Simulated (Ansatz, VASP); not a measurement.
## KCl: VASP beside Ansatz

INCAR

```
PREC = Accurate
ENCUT = 520
EDIFF = 1E-6
ISMEAR = 0
SIGMA = 0.05
LREAL = F
LASPH = T
NELM = 60
ALGO = Normal
ISIF = 2
LWAVE = F
LCHARG = F
GGA = PS
NBANDS = 15
```

File KPOINTS:

```
regular mesh
0
Gamma
  6 6 6
```

The input POSCAR:

```
KCl
1.0
    0.0000000000      3.2823440000      3.2823440000
    3.2823440000      0.0000000000      3.2823440000
    3.2823440000      3.2823440000      0.0000000000
K Cl
1 1
Direct
    0.0000000000      0.0000000000      0.0000000000
    0.5000000000      0.5000000000      0.5000000000
```

Input for Ansatz:

```yaml
crystal:
  lattice:
    - [0.0, 3.282344, 3.282344]
    - [3.282344, 0.0, 3.282344]
    - [3.282344, 3.282344, 0.0]
  atoms:
    - { symbol: K, position: [0.0, 0.0, 0.0] }
    - { symbol: Cl, position: [0.5, 0.5, 0.5] }
basis:
  ecutwfc: 420
kpoints:
  mp_grid: { grid: [6, 6, 6] }
hamiltonian:
  xc: pbesol
scf:
  occupations: { method: gaussian, width: 0.05 }
output:
  forces: true
  stress: true
  eigenvalues: true
```

Change from the starting cell: strain +0.040 along x and y, +0.040 along z, atoms carried along.

Alike in both runs: task single point; functional PBEsol; k mesh 6 × 6 × 6; occupations gaussian, width 0.05 eV; no spin polarisation.

|  | VASP | Ansatz |
| --- | --- | --- |
| version | VASP 6.6.1 | Ansatz 0.2.0 |
| potentials or method | VASP PAW PBE potentials, release 64 (K_sv, Cl) | scalar-relativistic, plane waves, PAW |
| plane-wave cutoff (eV) | 520 | 420 |
| valence electrons in the cell | 16 | 16 |

Ansatz gave:

- gap on the k mesh at the Fermi level (eV): 4.66
- least direct gap on the mesh (eV): 4.66
- pressure (GPa): -1.9

Which values does VASP return?

gap on the k mesh at the Fermi level (eV): 4.65; least direct gap on the mesh (eV): 4.65; pressure (GPa): -1.9.

Caveats: the PAW data sets were made with another functional, which shifts forces and pressure a little (VASP).
